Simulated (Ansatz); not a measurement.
Phases of Gd at -0.67 GPa

Structure types of Gd are relaxed in primitive cells with their symmetry kept at -0.67 GPa, first on PAW files, then by LAPW. The enthalpy is E + pV at zero temperature, without zero-point motion. Only the types listed were tried, and differences under about 5 meV/atom are mesh noise. The real phase may be another.

Computed with Ansatz 0.2.0; functional PBE, scalar-relativistic. Settings: Fermi–Dirac smearing of 0.05 eV, spin-polarised from start moments Gd 7 μB. Methods: LAPW: all electrons, basis error target 0.5 meV/atom; PAW: frozen-core files, cutoff 420 eV.

k meshes: fcc 13×13×13, bcc 13×13×13, hcp 12×12×7.

The open f shell is treated without a Hubbard term, so these are results of the method, and the state needn't be the lowest. Spin–orbit coupling is left out, which matters for the heavy atoms.

```json
{"start type": "fcc", "ends as": "fcc, Fm-3m", "a, b, c (Å)": "5.128, 5.128, 5.128", "V (Å³/atom)": "33.71", "H − H(lowest), LAPW (meV/atom)": "?", "moment (μB/atom)": "7.45"}
{"start type": "bcc", "ends as": "bcc, Im-3m", "a, b, c (Å)": "4.076, 4.076, 4.076", "V (Å³/atom)": "33.85", "H − H(lowest), LAPW (meV/atom)": "?", "moment (μB/atom)": "7.64"}
{"start type": "hcp", "ends as": "hcp, P6_3/mmc", "a, b, c (Å)": "3.672, 3.672, 5.881", "V (Å³/atom)": "34.33", "H − H(lowest), LAPW (meV/atom)": "0.0", "moment (μB/atom)": "7.67"}
```

Question: What belongs in the row "bcc", column "H − H(lowest), LAPW (meV/atom)"?

Answer: 94.4.

Question: Fill in "H − H(lowest), LAPW (meV/atom)" for the row "fcc".

Answer: 50.7.
